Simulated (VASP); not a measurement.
Runs of VASP 6.6.1 on Na2S. It takes space group Fm-3m (No. 225, cubic). Conventional cell: a = 6.498 Å, b = 6.498 Å, c = 6.498 Å, α = 90.00°, β = 90.00°, γ = 90.00°. Na (site symmetry -43m) is surrounded by 4 S at 2.81 Å. S (site symmetry m-3m) is surrounded by 8 Na at 2.81 Å. The cell comes from a database or a generator and needn't be the stable form of this composition.

```tsv
task	level	potentials or basis	cell	k mesh	cutoff (eV)	gap on the mesh (eV)	pressure (GPa)	relaxed volume (Å³/atom)
relaxation of cell and atoms	PBEsol	VASP PAW PBE potentials, release 64 (Na_pv, S)	relaxed	8 × 8 × 8	300	2.43	0.0	-
relaxation of cell and atoms	RPBE	VASP PAW PBE potentials, release 64 (Na_pv, S)	relaxed	8 × 8 × 8	600	2.51	0.0	24.83
single point	PBEsol	VASP PAW PBE potentials, release 64 (Na_pv, S)	as given	8 × 8 × 8	520	2.43	(a)	-
relaxation of cell and atoms	PBEsol	VASP PAW PBE potentials, release 64 (Na_pv, S)	relaxed	8 × 8 × 8	600	2.42	0.0	22.92
relaxation of cell and atoms	PBEsol	VASP PAW PBE potentials, release 64 (Na_pv, S)	relaxed	4 × 4 × 4	600	2.41	0.0	22.95
relaxation of cell and atoms	PBEsol	VASP PAW PBE potentials, release 64 (Na, S)	relaxed	8 × 8 × 8	580	2.47	0.0	22.59
relaxation of cell and atoms	LDA	VASP PAW LDA potentials, release 64 (Na_pv, S)	relaxed	8 × 8 × 8	600	(b)	0.0	21.72
```

Alike in all rows: no spin polarisation; smearing gaussian 0.02 eV.

Question: Fill in the values left out.

Answer: (a) 0.1; (b) 2.49.

Caveats: the PAW data sets were made with another functional, which shifts forces and pressure a little (some runs); the cutoff is under 1.25 times the usual one of these potentials, so pressure, stress and relaxed cells hold a basis-set (Pulay) error (some runs); the relaxation stopped at its first step, so nothing moved (some runs).

A k mesh can miss the band edges.

The runs don't all hold the same shells in valence.

Runs at the PBE level aren't shown here.
